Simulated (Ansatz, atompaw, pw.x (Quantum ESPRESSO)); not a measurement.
**pw.x on fcc Mg: one setting changed**

Potential: PAW, atompaw 4.2.0.5, PBE; core [Ne], reference 3s2 3p0; waves: 3s (bound): rc 3.00 bohr; 3s channel at 0.5 Ry: rc 2.10 bohr; 3p (bound, empty): rc 3.00 bohr; 3p channel at 0.6 Ry: rc 3.00 bohr; local part: bessel scheme, radius 1.30 bohr; core correction: smooth core density matched at 2.85 bohr; augmentation: besselshape compensation charge, radius 2.90 bohr; PAW radius 3.00 bohr; waves and projectors: custom polynom vanderbiltortho.

The reference run (k-mesh 13³, cutoffs 40/400 Ry, Fermi–Dirac 0.01 Ry, mixing_beta 0.4, conv_thr 1e-9, no spin) gives 0.22 GPa at 23.198 Å³/atom, where all-electron LAPW gives -0.07 GPa. This run, with its own iteration cap, changes smearing to mp.

```
&control
  calculation='scf', prefix='x', pseudo_dir='./', outdir='./tmp', tstress=.true., disk_io='none'
/
&system
  ibrav=0, nat=1, ntyp=1, ecutwfc=40, ecutrho=400, nbnd=8,
  occupations='smearing', smearing='mp', degauss=0.01
/
&electrons
  conv_thr=1e-09, mixing_beta=0.4, electron_maxstep=50
/
ATOMIC_SPECIES
Mg 1.0 Mg.UPF
CELL_PARAMETERS angstrom
  0.00000000 2.26363734 2.26363734
  2.26363734 0.00000000 2.26363734
  2.26363734 2.26363734 0.00000000
ATOMIC_POSITIONS crystal
Mg 0.0000 0.0000 0.0000
K_POINTS automatic
13 13 13 0 0 0
```

```bash
pw.x < Mg.scf.in > Mg.scf.out
```

Problem. How does the run end?

Solution. It converges in 5 iterations; the free energy moves by +13.3 meV/atom and the pressure by -0.08 GPa. This scheme is built to cancel the term in the square of the width that Fermi–Dirac smearing leaves in the F of a metal.

```
Message from routine setup:
     using ibrav=0 with symmetry is DISCOURAGED, use correct ibrav instead
     lattice parameter (alat)  =       6.0495  a.u.
     unit-cell volume          =     156.5479 (a.u.)^3
     number of electrons       =         2.00
     number of Kohn-Sham states=            8
     kinetic-energy cutoff     =      40.0000  Ry
     charge density cutoff     =     400.0000  Ry
     scf convergence threshold =      1.0E-09
     Exchange-correlation= SLA PW PBX PBC
     number of k points=    84  Methfessel-Paxton smearing, width (Ry)=  0.0100
     iteration #  1     ecut=    40.00 Ry     beta= 0.40
     total energy              =     -33.61345373 Ry
     estimated scf accuracy    <       0.00333972 Ry
     iteration #  2     ecut=    40.00 Ry     beta= 0.40
     total energy              =     -33.61396086 Ry
     estimated scf accuracy    <       0.00129959 Ry
     iteration #  3     ecut=    40.00 Ry     beta= 0.40
     total energy              =     -33.61410148 Ry
     estimated scf accuracy    <       0.00000190 Ry
     iteration #  4     ecut=    40.00 Ry     beta= 0.40
     c_bands:  1 eigenvalues not converged
     total energy              =     -33.61410288 Ry
     estimated scf accuracy    <       0.00000044 Ry
     iteration #  5     ecut=    40.00 Ry     beta= 0.40
     the Fermi energy is     3.5378 ev
!    total energy              =     -33.61410287 Ry
     estimated scf accuracy    <          9.7E-10 Ry
     smearing contrib. (-TS)   =      -0.00001387 Ry
     The total energy is F=E-TS. E is the sum of the following terms:
     one-electron contribution =       1.41744939 Ry
     hartree contribution      =       0.00307078 Ry
     xc contribution           =      -0.88221859 Ry
     ewald contribution        =      -2.14363360 Ry
     one-center paw contrib.   =     -32.00875699 Ry
     convergence has been achieved in   5 iterations
          total   stress  (Ry/bohr**3)                   (kbar)     P=        1.41
     Message from routine punch:
     Nothing written, as per user request (disk_io='none')
```

The run took about 3.1 s on one core of a shared host (Intel(R) Xeon(R) 6975P-C, 192 threads, 756 GiB, load 75).
